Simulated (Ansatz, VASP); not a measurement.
## Two plane-wave programs on SiO2

```
CELL_PARAMETERS angstrom
4.18541 0.00000 0.00000
0.00000 4.18541 0.00000
0.00000 0.00000 2.66874
ATOMIC_POSITIONS crystal
Si 0.50000 0.50000 0.56557
Si 0.00000 0.00000 0.06557
O 0.69389 0.69389 0.94245
O 0.19389 0.80611 0.44245
O 0.30611 0.30611 0.94245
O 0.80611 0.19389 0.44245
```

Change from the starting cell: mode 13 (655.2 1/cm) frozen in, largest displacement +0.175 Å.

Alike in both runs: task single point; functional r2SCAN; k mesh 6 × 6 × 8; occupations gaussian, width 0.05 eV; no spin polarisation.

|  | VASP | Ansatz |
| --- | --- | --- |
| version | VASP 6.6.1 | Ansatz 0.2.0 |
| potentials or method | VASP PAW PBE potentials, release 64 (Si, O) | scalar-relativistic, plane waves, PAW |
| plane-wave cutoff (eV) | 520 | 500 |
| valence electrons in the cell | 32 | 32 |

```tsv
	VASP	Ansatz	Ansatz less VASP
gap on the k mesh at the Fermi level (eV)	5.94	5.97	+0.023
least direct gap on the mesh (eV)	5.94	5.97	+0.023
rms of the force components (eV/Å)	4.087	4.036	-0.0511
```

Atom by atom the forces differ by 0.052 eV/Å (rms over components). The functional is the same, so the differences come from potentials, cutoffs and numerics.

Caveats: the PAW data sets were made with another functional, which shifts forces and pressure a little (VASP). A k mesh can miss the band edges.
